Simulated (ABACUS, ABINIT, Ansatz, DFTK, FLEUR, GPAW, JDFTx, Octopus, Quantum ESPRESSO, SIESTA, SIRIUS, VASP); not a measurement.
One calculation of Sb, 12 ways

```
Sb
1.0
     2.15420    1.24373    3.75800
    -2.15420    1.24373    3.75800
     0.00000   -2.48746    3.75800
Sb
2
Direct
  0.76651 0.76651 0.76651
  0.23349 0.23349 0.23349
```

Alike in all runs: task single point; functional PBEsol; k mesh 8 × 8 × 8; occupations fermi-dirac, width 0.05 eV; no spin polarisation; no spin-orbit coupling. Pressure is positive in compression and, in plane waves, holds the error of the finite cutoff.

```csv
program and potentials,plane-wave cutoff (eV),notes,pressure (GPa),largest force (eV/Å)
"Quantum ESPRESSO, GBRV 1.5 PBEsol",612,15 valence electrons an atom on average,-0.15,0.111
"SIRIUS, all-electron FP-LAPW, apw+lo standard",-,-,-,0.111
"DFTK, PseudoDojo SR PBEsol 0.4.1 standard (PBEsol)",1088,15 valence electrons an atom on average,-0.02,0.123
"JDFTx, PseudoDojo-SR-PBEsol-0.4.1-standard with smoothed tails",1088,15 valence electrons an atom on average,-0.02,0.124
"ABACUS, PseudoDojo NC SR 0.4.1 PBEsol standard, plane waves",1102,15 valence electrons an atom on average,0.02,0.128
"GPAW, PAW data sets generated for this functional",600,15 valence electrons an atom on average,-0.29,0.086
"ABINIT, PseudoDojo NC SR PBEsol v0.4.1 standard",1088,15 valence electrons an atom on average,-0.02,0.123
"FLEUR, all-electron, FLAPW",-,-,-,0.106
"SIESTA, files PseudoDojo sr-pbesol-0.4.1-standard, DZP (energy shift 0.003 Ry; two zetas on semicore shells)",-,atomic basis; 15 valence electrons an atom on average,0.92,0.325
"Octopus, pseudodojo_pbesol (PseudoDojo 0.4, PBEsol)",-,15 valence electrons an atom on average,-,?
"VASP, PBE PAW files Sb, 520 eV",520,potentials made for PBE; 5 valence electrons an atom on average,0.20,0.157
"Ansatz, all-electron LAPW, scalar-relativistic",-,-,0.03,0.104
```

Problem. Estimate from the other rows what the run with Octopus, pseudodojo_pbesol (PseudoDojo 0.4, PBEsol) gave.

Solution. Largest force 0.125 eV/Å. The other rows, which needn't bracket it: pressure -0.29 to 0.92; largest force 0.086 to 0.325.
